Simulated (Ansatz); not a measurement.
# In: a listed cell, distorted in several ways

How do energy, forces, pressure and gap of In change under further strains and shifts, swapped elements, distortions that keep the symmetry, other functionals? Each case is one self-consistent run.

Method: DFT PBE, scalar-relativistic, plane waves, PAW, unless a step's input says otherwise, in Ansatz 0.2.0.

## 1. The structure to begin with

The structure is hexagonal, space group P6_3/mmc (No. 194). Conventional cell: a = 3.364 Å, b = 3.364 Å, c = 10.800 Å, α = 90.00°, β = 90.00°, γ = 120.00°. In (site symmetry -3m) is surrounded by 12 In at 3.33 to 3.36 Å. In (site symmetry -6m2) has 12 In at 3.33 to 3.36 Å as nearest neighbours.

As a file:

```xyz
4
Lattice="3.3638 0.0000 0.0000 -1.6819 2.9132 0.0000 0.0000 0.0000 10.7997" Properties=species:S:1:pos:R:3 pbc="T T T"
In    0.0000    0.0000    0.0000
In    0.0000    1.9421    2.6999
In    0.0000    0.0000    5.3999
In    1.6819    0.9711    8.0998
```

The structure comes from the Materials Project (structure only).

## 2. Another functional, on a distorted cell: LDA

What differs from the listed cell: strain xx, yy, zz, yz, xz, xy = +4.8, +4.8, +4.8, +0.0, +0.0, +0.0 %.

Contents of input.yaml:

```yaml
crystal:
  lattice:
    - [3.5242992153, 0.0, 0.0]
    - [-1.7621496076, 3.0521326509, 0.0]
    - [0.0, 0.0, 11.3148544488]
  atoms:
    - { symbol: In, position: [0.0, 0.0, 0.0] }
    - { symbol: In, position: [0.33333333, 0.66666667, 0.25] }
    - { symbol: In, position: [0.0, 0.0, 0.5] }
    - { symbol: In, position: [0.66666667, 0.33333333, 0.75] }
basis:
  ecutwfc: 420
kpoints:
  mp_grid: { grid: [15, 15, 4] }
hamiltonian:
  xc: lda
scf:
  occupations: { method: gaussian, width: 0.1 }
output:
  forces: true
  stress: true
  eigenvalues: true
  populations: true
```

## 3. Another functional, on a distorted cell: LDA

input.yaml: that of step 2 with these lines changed.

```diff
@@ -2,5 +2,5 @@
   lattice:
-    - [3.5242992153, 0.0, 0.0]
-    - [-1.7621496076, 3.0521326509, 0.0]
-    - [0.0, 0.0, 11.3148544488]
+    - [3.4587042599, 0.0, 0.0]
+    - [-1.72935213, 2.9953257533, 0.0]
+    - [0.0, 0.0, 11.2662557612]
   atoms:
@@ -22,2 +22 @@
   eigenvalues: true
-  populations: true
```

## 4. A distortion of lower symmetry

Contents of input.yaml:

```yaml
crystal:
  lattice:
    - [3.3022518819, -0.2018306318, -0.0779066239]
    - [-1.8259163953, 3.1625740466, 0.1558298624]
    - [-0.2501212456, 0.4332842994, 10.4717212171]
  atoms:
    - { symbol: In, position: [0.0232905444, -0.0148493697, -0.0132981153] }
    - { symbol: In, position: [0.3392193023, 0.6696096562, 0.25] }
    - { symbol: In, position: [0.0232905444, 0.038139914, 0.5132981153] }
    - { symbol: In, position: [0.6141996089, 0.3070997995, 0.75] }
basis:
  ecutwfc: 420
kpoints:
  mp_grid: { grid: [14, 14, 4] }
hamiltonian:
  xc: pbe
scf:
  occupations: { method: gaussian, width: 0.1 }
output:
  forces: true
  stress: true
  eigenvalues: true
```

## 5. A distortion that keeps the symmetry

Contents of input.yaml:

```yaml
crystal:
  lattice:
    - [3.4580651296, 0.0, 0.0]
    - [-1.7290325648, 2.9947722502, 0.0]
    - [0.0, 0.0, 10.1302344388]
  atoms:
    - { symbol: In, position: [0.0, 0.0, 0.0] }
    - { symbol: In, position: [0.33333333, 0.66666667, 0.25] }
    - { symbol: In, position: [0.0, 0.0, 0.5] }
    - { symbol: In, position: [0.66666667, 0.33333333, 0.75] }
basis:
  ecutwfc: 420
kpoints:
  mp_grid: { grid: [15, 15, 4] }
hamiltonian:
  xc: pbe
scf:
  occupations: { method: gaussian, width: 0.1 }
output:
  forces: true
  stress: true
  eigenvalues: true
```

## 6. One element swapped, cell strained: In → Al, first probe

Contents of input.yaml:

```yaml
crystal:
  lattice:
    - [2.9863062583, 0.0, 0.0]
    - [-1.4931531291, 2.5862170831, 0.0]
    - [0.0, 0.0, 9.587614044]
  atoms:
    - { symbol: Al, position: [0.0, 0.0, 0.0] }
    - { symbol: Al, position: [0.33333333, 0.66666667, 0.25] }
    - { symbol: Al, position: [0.0, 0.0, 0.5] }
    - { symbol: Al, position: [0.66666667, 0.33333333, 0.75] }
basis:
  ecutwfc: 420
kpoints:
  mp_grid: { grid: [9, 9, 2] }
hamiltonian:
  xc: pbe
scf:
  occupations: { method: gaussian, width: 0.1 }
output:
  forces: true
  stress: true
  eigenvalues: true
```

## 7. Substitution of an element, cell strained: In → Al

input.yaml: that of step 6 with these lines changed.

```diff
@@ -13,3 +13,3 @@
 kpoints:
-  mp_grid: { grid: [9, 9, 2] }
+  mp_grid: { grid: [18, 18, 6] }
 hamiltonian:
```

**Question.** What will these runs give? Wanted: for each run, case; energy; pressure; largest force.

The runs gave:

```
step                                                case  energy (meV/atom)  pressure (GPa)  largest force (eV/Å)  gap on the mesh (eV)
   2        another functional, on a distorted cell: LDA                n/a            -6.1                  0.00                  0.00
   3        another functional, on a distorted cell: LDA                n/a            -5.4                  0.00                  0.00
   4                      a distortion of lower symmetry               +0.0             2.8                  0.55                  0.00
   5                a distortion that keeps the symmetry             -31.3*             2.3                  0.00                  0.00
   7  substitution of an element, cell strained: In → Al                n/a            -6.6                  0.00                  0.00
```

Energies are counted from step 4, with the smearing taken to zero; a star marks another k mesh, which can shift energies by itself, so starred rows don't rank against the others. Other atoms or functionals have another zero of energy (n/a). A gap of 0.00 means none on the mesh at this level.

**Reading.** Among the distorted cells of the listed formula and level the largest force, 0.55 eV/Å, comes in step 4, shared by 2 atoms. The distorted cells of the listed formula and level show no gap on the mesh.
